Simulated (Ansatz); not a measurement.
**HfH2: response to biaxial strain in the a-b plane**

An exercise on one series of results from a longer session: the logs are not shown, and one member is left open.

Computed with Ansatz 0.2.0 (DFT PBEsol, scalar-relativistic, plane waves, PAW, unless a step's input says otherwise).

2 further runs of the same task are left out: 2 set aside as unsound or not needed.

**Starting point**

The structure is tetragonal, space group I4/mmm (No. 139). The conventional cell has a = 3.464 Å, b = 3.464 Å, c = 4.238 Å, α = 90.00°, β = 90.00°, γ = 90.00°. Around Hf (site symmetry 4/mmm) lie 8 H at 2.03 Å. Around H (site symmetry -4m2) lie 4 Hf at 2.03 Å.

Structure file:

```
Hf H
1.0
     3.46427    0.00000    0.00000
     0.00000    3.46427    0.00000
     0.00000    0.00000    4.23767
Hf H
2 4
Direct
  0.00000 0.00000 0.00000
  0.50000 0.50000 0.50000
  0.00000 0.50000 0.25000
  0.50000 0.00000 0.25000
  0.50000 0.00000 0.75000
  0.00000 0.50000 0.75000
```

The unstrained cell was computed beforehand with the same settings: E(σ→0) = -31261.9812 eV for 6 atoms, gap none (metal).

Set-up of the first run:

input.yaml

```yaml
crystal:
  lattice:
    - [3.4296264281, 0.0, 0.0]
    - [0.0, 3.4296264281, 0.0]
    - [0.0, 0.0, 4.2630976632]
  atoms:
    - { symbol: Hf, position: [0.0, 0.0, 0.0] }
    - { symbol: Hf, position: [0.5, 0.5, 0.5] }
    - { symbol: H, position: [0.0, 0.5, 0.25] }
    - { symbol: H, position: [0.5, 0.0, 0.25] }
    - { symbol: H, position: [0.5, 0.0, 0.75] }
    - { symbol: H, position: [0.0, 0.5, 0.75] }
basis:
  ecutwfc: 420
kpoints:
  mp_grid: { grid: [10, 10, 8] }
hamiltonian:
  xc: pbesol
scf:
  occupations: { method: gaussian, width: 0.1 }
output:
  forces: true
  stress: true
  eigenvalues: true
  write_density: true
  write_potential: true
  elf: true
  volumetric_format: npy
relax:
  adjacent_minimum: "off"
  f_tol: 0.008
  max_steps: 40
  cell: { stress_tol: 0.015, fix: [a, b, gamma] }
```

The run is started by

```bash
$ ansatz run input.yaml --threads 1 --pin off --max-ram 2560MiB --backend cpu --events-out ev --progress --plain --runs-dir out
```

Steps of the session up to this table: At -1.0 %; The cell strained by +1.0 %; The cell strained by -2.0 %; At +2.0 %; Strain -3.0 %; At +3.0 %.

One of the session's tables, all rows but one given; the rest of the session is left out.

Lengths are those of the vectors of the cell that was run; stresses in GPa:

| strain (%) | ΔE (meV/atom) | a (Å) | b (Å) | c (Å) |
| --- | --- | --- | --- | --- |
| -3.0 | 9.1 | 3.360 | 3.360 | 4.457 |
| -2.0 | 5.2 | 3.395 | 3.395 | 4.366 |
| -1.0 | ? | ? | ? | ? |
| +0.0 | 0.0 | 3.464 | 3.464 | 4.238 |
| +1.0 | 0.9 | 3.499 | 3.499 | 4.179 |
| +2.0 | 4.1 | 3.534 | 3.534 | 4.131 |
| +3.0 | 9.7 | 3.568 | 3.568 | 4.085 |

**Question.** Estimate the row for strain (%) = -1.0.

Worked estimate for «ΔE (meV/atom)». A straight line through the neighbours (-2.0, 5.2) and (0.0, 0.0) gives 5.2 + (0.0 − 5.2) × (-1.0 + 2.0) / (0.0 + 2.0) = 2.6; a parabola fitted to 4 rows on both sides gives 1.8.

As computed: ΔE (meV/atom): 1.6; a (Å): 3.430; b (Å): 3.430; c (Å): 4.284. In «ΔE (meV/atom)» the line misses by +1.0 and the parabola by +0.2.

ΔE is over the unstrained cell. Stress in GPa, positive in compression, on the Cartesian axes of the input. 
